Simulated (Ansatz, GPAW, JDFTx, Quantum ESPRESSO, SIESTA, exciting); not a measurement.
# BP: programs and potentials compared

```
CELL_PARAMETERS angstrom
0.00000 2.26900 2.26900
2.26900 0.00000 2.26900
2.26900 2.26900 0.00000
ATOMIC_POSITIONS crystal
P 0.75000 0.75000 0.75000
B 0.00000 0.00000 0.00000
```

Alike in all runs: task band structure; functional PBE; k mesh 10 × 10 × 10; occupations fermi-dirac, width 0.05 eV; no spin polarisation; no spin-orbit coupling. Pressure is positive in compression and, in plane waves, holds the error of the finite cutoff, which Ansatz's Pulay term estimates and takes out. Gaps are the smaller of the mesh's and the band path's.

```json
{"program and potentials": "Ansatz, Ansatz PAW", "plane-wave cutoff (eV)": "420", "notes": "Pulay term of +0.13 GPa included", "band gap (eV)": "1.24", "pressure (GPa)": "1.13"}
{"program and potentials": "Ansatz, Ansatz PAW polarizable", "plane-wave cutoff (eV)": "420", "notes": "Pulay term of +0.13 GPa included", "band gap (eV)": "1.24", "pressure (GPa)": "1.13"}
{"program and potentials": "exciting, all-electron LAPW+lo, shipped species files, valence relativity iora*", "plane-wave cutoff (eV)": "-", "notes": "-", "band gap (eV)": "1.24", "pressure (GPa)": "-"}
{"program and potentials": "SIESTA, files PseudoDojo sr-pbe-0.4.1-standard, TZP (energy shift 0.01 Ry)", "plane-wave cutoff (eV)": "-", "notes": "atomic basis", "band gap (eV)": "1.22", "pressure (GPa)": "3.55"}
{"program and potentials": "JDFTx, PseudoDojo-SR-PBE-0.5-standard with smoothed tails", "plane-wave cutoff (eV)": "1034", "notes": "-", "band gap (eV)": "1.25", "pressure (GPa)": "-"}
{"program and potentials": "Ansatz, all-electron LAPW, scalar-relativistic", "plane-wave cutoff (eV)": "-", "notes": "-", "band gap (eV)": "1.24", "pressure (GPa)": "1.09"}
{"program and potentials": "JDFTx, PseudoDojo-SR-PBE-0.5-standard", "plane-wave cutoff (eV)": "1034", "notes": "-", "band gap (eV)": "1.25", "pressure (GPa)": "-"}
{"program and potentials": "Ansatz, SPMS NC", "plane-wave cutoff (eV)": "789", "notes": "Pulay term of +0.15 GPa included", "band gap (eV)": "1.25", "pressure (GPa)": "0.93"}
{"program and potentials": "GPAW, SG15 ONCV 1.2", "plane-wave cutoff (eV)": "1100", "notes": "-", "band gap (eV)": "1.28", "pressure (GPa)": "0.37"}
{"program and potentials": "GPAW, GPAW PAW data sets (gpaw-data 1.2.1)", "plane-wave cutoff (eV)": "800", "notes": "-", "band gap (eV)": "1.24", "pressure (GPa)": "1.38"}
{"program and potentials": "Quantum ESPRESSO, PseudoDojo 0.4.1 SR PBE standard", "plane-wave cutoff (eV)": "1034", "notes": "-", "band gap (eV)": "1.25", "pressure (GPa)": "0.99"}
```

The band gap spans 1.22 (SIESTA, files PseudoDojo sr-pbe-0.4.1-standard, TZP (energy shift 0.01 Ry)) to 1.28 eV (GPAW, SG15 ONCV 1.2), with all-electron results at 1.24. The pressure spans 0.37 (GPAW, SG15 ONCV 1.2) to 3.55 GPa (SIESTA, files PseudoDojo sr-pbe-0.4.1-standard, TZP (energy shift 0.01 Ry)), with all-electron results at 1.09. The paths' points differ, which is worth about 0.01 eV. Rows in atomic bases carry the error of their basis and grid, which can be large.

Differences between rows come from potentials, basis sets and numerical settings, since the functional is the same but for its coding. Runs on potential files found faulty are left out.
